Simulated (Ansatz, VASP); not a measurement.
# HfO2: VASP beside Ansatz

```
CELL_PARAMETERS angstrom
3.49618 0.00000 0.00000
0.00000 3.49618 0.00000
0.00000 0.00000 5.35343
ATOMIC_POSITIONS crystal
Hf 0.50000 0.50000 0.50000
Hf 0.00000 0.00000 0.00000
O 0.00000 0.50000 0.69542
O 0.50000 0.00000 0.80458
O 0.50000 0.00000 0.30458
O 0.00000 0.50000 0.19542
```

Alike in both runs: task single point; functional PBE; k mesh 6 × 6 × 4; occupations gaussian, width 0.02 eV; no spin polarisation.

```csv
,VASP,Ansatz
version,VASP 6.6.1,Ansatz 0.2.0
potentials or method,"VASP PAW PBE potentials, release 64 (Hf_pv, O)","scalar-relativistic, plane waves, PAW"
plane-wave cutoff (eV),520,420
valence electrons in the cell,44,76
```

```tsv
	VASP	Ansatz	Ansatz less VASP
gap on the k mesh at the Fermi level (eV)	4.67	4.69	+0.018
least direct gap on the mesh (eV)	4.73	4.74	+0.012
pressure (GPa)	8.6	12.0	+3.40
largest component of the traceless stress (GPa)	12.15	11.99	-0.160
rms of the force components (eV/Å)	0.023	0.000	-0.0228
```

Atom by atom the forces differ by 0.023 eV/Å (rms over components). The two sets of potentials don't hold the same shells in valence.

Caveats: spin-orbit coupling is left out, which moves the levels of the heavy elements. As with any semilocal functional, this PBE gap is likely too small. A k mesh can miss the band edges.
